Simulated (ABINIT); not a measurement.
Runs of ABINIT 10.8.3 (patched build) on BN. It takes space group P6_3mc (No. 186, hexagonal). Conventional cell: a = 2.554 Å, b = 2.554 Å, c = 4.227 Å, α = 90.00°, β = 90.00°, γ = 120.00°. N (site symmetry 3m) is surrounded by 4 B at 1.57 to 1.58 Å. B (site symmetry 3m) has 4 N at 1.57 to 1.58 Å as nearest neighbours. Measurements of this composition are mostly on another form, of space group No. 194.

```csv
task,level,potentials or basis,cell,k mesh,cutoff (eV),smearing,fine-grid cutoff,most SCF steps,cutoff smearing ecutsm (Ha),optimiser,force threshold (eV/Å),gap on the mesh (eV),pressure (GPa),largest force (eV/Å)
single point,PBE,JTH PAW PBE v2.0,as given,12 × 12 × 6,680,fermi-dirac 0.05 eV,1278.94 eV,-,-,-,-,5.19,-,0.01
band structure,PBE,SPMS NC PBE v1.0,as given,12 × 12 × 6,952,fermi-dirac 0.05 eV,-,-,-,-,-,(b),-2.1,0.02
band structure,PBE,JTH PAW PBE v2.0,as given,12 × 12 × 6,844,fermi-dirac 0.05 eV,1442.2 eV,-,-,-,-,5.19,-0.2,0.01
band structure,BLYP,JTH PAW PBE v2.0,as given,12 × 12 × 6,844,fermi-dirac 0.05 eV,1442.2 eV,-,-,-,-,5.58,6.2,0.03
band structure,TB-mBJ,JTH PAW LDA v2.0,as given,12 × 12 × 6,844,fermi-dirac 0.05 eV,1442.2 eV,-,-,-,-,6.83,-,-
single point,PBE0,PseudoDojo NC SR PBE v0.4.1 standard,as given,8 × 8 × 4,952,fixed,-,60,-,-,-,7.68,-10.2,0.04
band structure,r2SCAN,JTH PAW PBE v2.0,as given,12 × 12 × 6,844,fermi-dirac 0.05 eV,1442.2 eV,-,-,-,-,5.71,-,0.04
single point,HSE06,PseudoDojo NC SR PBE v0.4.1 standard,as given,8 × 8 × 4,952,fixed,-,60,-,-,-,6.98,(a),0.04
band structure,PW91,JTH PAW PBE v2.0,as given,12 × 12 × 6,844,fermi-dirac 0.05 eV,1442.2 eV,-,-,-,-,5.24,-1.1,0.02
relaxation of cell and atoms,RPBE+D4,SPMS NC PBE v1.0,relaxed,10 × 10 × 5,925,fixed,-,-,0.5,BFGS,0.02,5.53,0.0,0.01
band structure,PBEsol,JTH PAW PBE v2.0,as given,12 × 12 × 6,844,fermi-dirac 0.05 eV,1442.2 eV,-,-,-,-,4.96,-5.8,0.01
```

Alike in all rows: no spin polarisation.

Question: Fill in the values left out.

Answer: (a) -8.7; (b) 5.27.

Caveats: the PAW data sets were made with another functional, which shifts forces and pressure a little (some runs); the potentials were made for another functional, which shifts forces and pressure (some runs); the constant c of TB-mBJ comes from the pseudo density here, which moves gaps by up to 0.3 eV between sets of potentials (some runs); Libxc's HSE differs a little from that of other programs (some runs); an odd mesh through Γ misses points on the zone boundary, where band edges often lie (some runs).

Not every run made on this cell is shown here.
